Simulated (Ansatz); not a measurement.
**What moves the field gradients of Ge?**

Cell of run 1: a structure deposited in the COD, atoms as given.

Space group P4_32_12 (No. 96); a = 5.9300, c = 6.9800 Å.

| site | Wyckoff | site symmetry | x | y | z |
| --- | --- | --- | --- | --- | --- |
| Ge1 | 4a | ..2 | 0.0750 | 0.0750 | 0.0000 |
| Ge5 | 8b | 1 | 0.1667 | 0.3750 | 0.2500 |

One atom of each set is listed.

Relaxed positions (PBE, cell held):

Ge1 (0.0900, 0.0900, 0.0000)
Ge5 (0.1723, 0.3692, 0.2594)

All runs are DFT with Ansatz 0.2.0 (plane waves and PAW, scalar-relativistic unless spin–orbit coupling is named, Γ-centred meshes, Fermi–Dirac smearing where given) in this cell.

Run 1: PBE, gradients read without the response of the cores, atoms as given; 420 eV, 6×6×5 k-points, smearing 0.05 eV.
Run 2: PBE, gradients read without the response of the cores, atoms relaxed; 420 eV, 6×6×5 k-points, smearing 0.05 eV.
Run 3: r2SCAN, gradients read without the response of the cores, at the relaxed atoms; 500 eV, 6×6×5 k-points, smearing 0.05 eV.

```tsv
run	Ge1 V_zz (η)	Ge5 V_zz (η)
1	3.30 (0.43)	-4.96 (0.76)
```

The results of the other runs, out of order. V_zz in 10²¹ V/m².

| result | Ge1 V_zz (η) | Ge5 V_zz (η) |
| --- | --- | --- |
| A | 4.32 (0.77) | 5.63 (0.83) |
| B | 4.34 (0.79) | 5.92 (0.81) |

Question: Which result belongs to which run?

Answer: A is run 2, B is run 3. Taken one at a time, the positions of the atoms (as given or relaxed) move the tensors on these sites by up to 2.75 (largest principal value of the change, on Ge1), the functional (r2SCAN with its higher cutoff) by 0.31 (Ge5). On some sites the largest principal value moves to another axis from run to run, and the sign of V_zz can flip with it.

In runs 1, 2 the gap is small for the k-mesh or the smearing, and small gradients can still move by 0.1 × 10²¹ V/m² or more. In run 1 the atoms aren't at the calculated equilibrium (largest force 0.91 eV/Å).
